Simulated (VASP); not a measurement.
Crystal: Ag.

```
Ag
1.0
     2.93418    0.00000    0.00000
    -1.46709    2.54107    0.00000
     0.00000    0.00000    4.79908
Ag
2
Direct
  0.33333 0.66667 0.25000
  0.66667 0.33333 0.75000
```

This isn't the form of Ag at room conditions, which is fcc.

```yaml
Program: VASP 6.6.1
Task: relaxation of cell and atoms
Functional: PBE
Dispersion: D3(BJ)
Potentials_or_basis: VASP PAW PBE potentials, release 64 (Ag)
Cutoff: 600 eV
k_mesh: 18 × 18 × 10
Occupations: gaussian, width 0.1 eV
Spin: no spin polarisation
```

At the start: pressure -5.2 GPa; volume 17.89 Å³/atom.

Q: Where does the relaxation end?

A: Over 10 steps the energy falls by 17.3 meV/atom and the volume is 16.91 Å³/atom (-5.5 %); space group P6_3/mmc (No. 194, to 0.05 Å).

Step by step:
```csv
step,energy change (eV),largest force (eV/Å),pressure (GPa),volume (Å³)
1,0.0000,0.0000,-5.16,35.78
2,-0.0250,0.0000,3.13,32.88
3,-0.0346,0.0000,0.17,33.81
4,-0.0346,0.0000,-0.14,33.86
5,-0.0346,0.0000,-0.13,33.86
6,-0.0346,0.0000,-0.12,33.86
7,-0.0346,0.0000,-0.12,33.86
8,-0.0346,0.0000,-0.09,33.85
9,-0.0346,0.0000,-0.06,33.85
10,-0.0346,0.0000,0.00,33.83
```

Final structure:
```
Ag
1.0
     2.87925    0.00000    0.00000
    -1.43962    2.49350    0.00000
     0.00000    0.00000    4.71208
Ag
2
Direct
  0.33333 0.66667 0.25000
  0.66667 0.33333 0.75000
```

Caveat: pairwise dispersion overbinds metals, which lowers pressure and volume.
